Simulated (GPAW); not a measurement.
Crystal: ZnS (Wurtzite-2H).

```
Zn S
1.0
     3.81100    0.00000    0.00000
    -1.90550    3.30042    0.00000
     0.00000    0.00000    6.23400
Zn S
2 2
Direct
  0.66667 0.33333 0.50000
  0.33333 0.66667 0.00000
  0.66667 0.33333 0.88500
  0.33333 0.66667 0.38500
```

- Program: GPAW 26.7.0
- Task: relaxation of cell and atoms
- Functional: SCAN
- Dispersion: D3(BJ)
- Potentials or basis: GPAW PAW data sets (gpaw-data 1.2.1)
- Cutoff: 600 eV
- Basis: pw
- k mesh: 6 × 6 × 3
- Occupations: fermi-dirac, width 0.05 eV
- Spin: no spin polarisation

At the start: pressure -1.5 GPa; volume 19.60 Å³/atom.

Question: Where does the relaxation end?

Answer: Over 11 steps the energy falls by 7.6 meV/atom and the volume is 19.18 Å³/atom (-2.2 %); space group P6_3mc (No. 186, to 0.05 Å).

Step by step:
```csv
step,energy change (eV),largest force (eV/Å),pressure (GPa),volume (Å³)
1,0.0000,0.3195,-1.54,78.41
2,-0.0073,0.2797,-1.43,78.25
3,-0.0262,0.1280,-0.29,77.03
4,-0.0285,0.0065,-0.56,77.28
5,-0.0289,0.0102,-0.48,77.19
6,-0.0300,0.0144,0.07,76.68
7,-0.0301,0.0095,0.14,76.61
8,-0.0302,0.0202,0.15,76.61
9,-0.0302,0.0265,0.13,76.62
10,-0.0303,0.0332,0.07,76.67
11,-0.0304,0.0196,0.02,76.70
```

Final structure:
```xyz
4
Lattice="3.7779 0.0000 0.0000 -1.8890 3.2718 0.0000 0.0000 0.0000 6.2055" Properties=species:S:1:pos:R:3 pbc="T T T"
Zn    1.8890    1.0906    3.1383
Zn    0.0000    2.1812    0.0356
S     1.8890    1.0906    5.4604
S     0.0000    2.1812    2.3577
```

Caveat: later steps reuse the first step's grids; the PAW data sets were made with another functional, which shifts forces and pressure a little.
